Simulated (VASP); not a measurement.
# ZnSe (F-43m): a series in uniaxial stress along [001], part 2 of 2

How do the elastic response and the band edges of ZnSe follow uniaxial stress along [001]?

VASP 6.6.1, plane waves and PAW; the level of theory is named at each step.

So far: Set-up; Relax the crystal, LDA; Strain across the axis, LDA; Band edges, TB-mBJ with spin-orbit coupling; Band edges, r2SCAN with spin-orbit coupling.

## Step 5: Band edges, r2SCAN with spin-orbit coupling (continued)

Level of this step: r2SCAN, spin-orbit coupling; plane waves and PAW (Zn, Se); cell typed or built by script (VASP).

OUTCAR, selected parts (step 5):

```text
  Total        0.9056714      0.9056714      1.1161726      0.0000000      0.0000000     -0.0000000
  in kB       33.6252126     33.6252126     41.4405711      0.0000000      0.0000000     -0.0000000
  external PRESSURE =      36.2303321 kB  Pullay stress =       0.0000000 kB

 POSITION                                       TOTAL-FORCE (eV/Angst)
 -----------------------------------------------------------------------------------
      0.00000      0.00000      0.00000        -0.000000     -0.000000     -0.000000
      1.40169      1.40169      1.37275         0.000000      0.000000      0.000000
 -----------------------------------------------------------------------------------
    total drift:                               -0.000000     -0.000000      0.000001

  FREE ENERGIE OF THE ION-ELECTRON SYSTEM (eV)
  ---------------------------------------------------
  free  energy   TOTEN  =      -291.3740421943 eV

  energy  without entropy=     -291.3740421943  energy(sigma->0) =     -291.37404219

[... 2 parts as in an earlier step ...]

[... 1 further part left out ...]
[key lines of the parts left out:]
E-fermi :   2.2932
```

Read from the output:

```
energy(sigma→0) of the program : -291.3740 eV
stress, compression positive   : xx, yy, zz 3.36, 3.36, 4.14 GPa
```

The run ends at a pressure of 3.62 GPa.

## Step 6: The whole series

Runs beyond LDA use the data sets made with LDA; this shifts their levels slightly, and their total energies have another zero (at TB-mBJ, which has no energy functional, they mean nothing).

The other members went through these steps as far as the tables show, with the same cutoff and, step by step, the same mesh; 41 runs are not shown. The session took 2.8 core hours (wall time by ranks) on a shared machine.

```tsv
strain along the axis (%)	strain across the axis (%)	stress along the axis, tension positive (GPa)	energy above the unstrained row (meV/atom)	gap on the mesh, LDA (eV)
-2.000	0.773	-1.009	1.462	1.224
-1.500	0.577	-0.767	0.835	1.236
-1.000	0.384	-0.516	0.388	1.248
-0.500	0.192	-0.262	0.103	1.261
0	0.000	-0.004	0.000	1.274
0.500	-0.185	0.266	0.070	1.259
1.000	-0.371	0.539	0.326	1.244
1.500	-0.555	0.818	0.768	1.229
2.000	-0.737	1.103	1.392	1.213
```

Slopes at zero strain, from cubics through all rows: strain ratio -0.377, stress over strain 53 GPa.

Band edges at TB-mBJ with spin-orbit coupling, counted from the valence-band top at Γ, spin-orbit pairs averaged, with one row partly withheld:

```tsv
strain along the axis (%)	gap (eV)	conduction band at Γ (eV)	Δ or X valley along z (eV)	Δ or X valley along x (eV)	lowest conduction level at L, [111] (eV)	lowest conduction level at L, [-111] (eV)	second valence level below the top (eV)	third valence level below the top (eV)
-2.000	2.826	2.827	3.579	3.708	3.676	3.676	0.069	0.399
-1.500	2.833	2.833	3.612	3.709	3.689	3.689	0.051	0.387
-1.000	2.839	2.839	3.647	3.711	3.700	3.700	0.034	0.376
-0.500	2.843	2.843	3.679	3.711	3.709	3.709	0.017	0.366
0	2.847	2.847	3.712	3.712	3.717	3.717	0.000	0.357
0.500	2.834	2.834	3.729	3.697	3.706	3.706	0.016	0.365
1.000	?	?	3.747	3.683	3.695	3.695	0.032	0.375
1.500	2.806	2.806	3.764	3.667	3.681	3.681	0.047	0.386
2.000	2.791	2.791	3.781	3.652	3.666	3.666	0.062	0.398
```

Conduction masses, in electron masses:

```tsv
strain along the axis (%)	conduction mass at Γ, along the strain axis or the normal of the plane	conduction mass at Γ, across the strain axis or in the plane
-2.000	0.192	0.190
-1.500	0.190	0.188
-1.000	0.189	0.190
-0.500	0.189	0.189
0	0.189	0.189
0.500	0.189	0.190
1.000	0.189	0.189
1.500	0.188	0.190
2.000	0.187	0.189
```

Band edges at r2SCAN with spin-orbit coupling, counted from the valence-band top at Γ, spin-orbit pairs averaged:

```tsv
strain along the axis (%)	gap (eV)	conduction band at Γ (eV)	Δ or X valley along z (eV)	Δ or X valley along x (eV)	lowest conduction level at L, [111] (eV)	lowest conduction level at L, [-111] (eV)	second valence level below the top (eV)	third valence level below the top (eV)
-2.000	1.938	1.939	2.959	3.105	2.984	2.984	0.075	0.427
-1.500	1.945	1.945	2.995	3.104	2.997	2.997	0.056	0.414
-1.000	1.950	1.950	3.031	3.104	3.009	3.009	0.037	0.402
-0.500	1.955	1.955	3.068	3.104	3.018	3.018	0.018	0.391
0	1.959	1.959	3.104	3.104	3.026	3.026	0.000	0.381
0.500	1.944	1.944	3.123	3.086	3.014	3.014	0.018	0.390
1.000	1.929	1.929	3.141	3.069	3.001	3.001	0.035	0.401
1.500	1.913	1.913	3.160	3.051	2.985	2.985	0.052	0.413
2.000	1.897	1.897	3.179	3.034	2.969	2.969	0.067	0.426
```

Conduction masses, in electron masses:

```tsv
strain along the axis (%)	conduction mass at Γ, along the strain axis or the normal of the plane	conduction mass at Γ, across the strain axis or in the plane
-2.000	0.131	0.131
-1.500	0.130	0.130
-1.000	0.131	0.131
-0.500	0.131	0.130
0	0.130	0.130
0.500	0.130	0.130
1.000	0.130	0.130
1.500	0.130	0.129
2.000	0.130	0.129
```

## Step 7: Fit and prediction

The quantity to fit is the conduction level at Γ above the mean of the three top valence levels at TB-mBJ with spin-orbit coupling: 2.983, 2.979, 2.975, 2.970, 2.966, 2.961, 2.951, 2.944 eV in the rows shown.

Fitting a parabola to the 8 known rows (e: strain in %) gives E = − 6.24e-4 e² − 0.009510 e + 2.966 in eV; the residuals are 2.5e-4 eV r.m.s.

For the withheld row, e = 1, the fit gives 2.9560 eV.

## Step 8: The withheld row

The calculation gives 2.9565 eV, so the prediction is 0.0005 eV too low, more than twice the residual of the fit.

## Step 9: What came out

* Poisson ratio: 0.377
* Young's modulus along the axis: 53 GPa
* gap of the unstrained cell, TB-mBJ with spin-orbit coupling: 2.85 eV
* gap of the unstrained cell, r2SCAN with spin-orbit coupling: 1.96 eV
* slope at zero strain of the conduction level at Γ above the mean of the three top valence levels, TB-mBJ with spin-orbit coupling: -10 meV per %
* error of the predicted row: -0.5 meV

As a check, the curvature of the energy gives 53 GPa for the same modulus (energy per volume = E/2 × strain²), 0 % from the slope of the stress. At TB-mBJ with spin-orbit coupling the lowest conduction valley is Γ throughout, and the gap runs between 2.79 and 2.85 eV. At r2SCAN with spin-orbit coupling the lowest conduction valley is Γ throughout, and the gap runs between 1.90 and 1.96 eV. Hole masses are left out throughout, since the top bands are degenerate or cross in many series; of conduction masses, those of the Γ, L and (for Si and Ge under (001) strain) Δ valleys are kept where they change by under an eighth between rows. TB-mBJ is a potential fitted for gaps; it has no energy functional, so its total energies and forces mean nothing, and its bands tend to come out too narrow. r2SCAN opens gaps somewhat over GGA but leaves them below measured values as a rule. Δ or X levels are the lowest on their line, refined by a parabola unless they lie at X; the gap is read from all points sampled and can differ from the lowest valley by some meV, or by tens of meV where strain moves the valence top off Γ. Temperature, zero-point motion and excitons are left out.

[Lines on the potential files, build, host, timing and source positions are cut from VASP's logs without a mark.]

[Logs are printed without paths, hosts, clocks, repeated set-up lines and the standing remarks that a program may print on its own settings, such as how far it seeks lower states.]

[Hosts, paths, dates, database ids (printed as entryN), source tags and the programs' standing remarks are cut or masked in the printed files.]

[In band tables of VASP the shares of atoms and orbitals are scaled to a sum of 1 inside the atoms' spheres.]
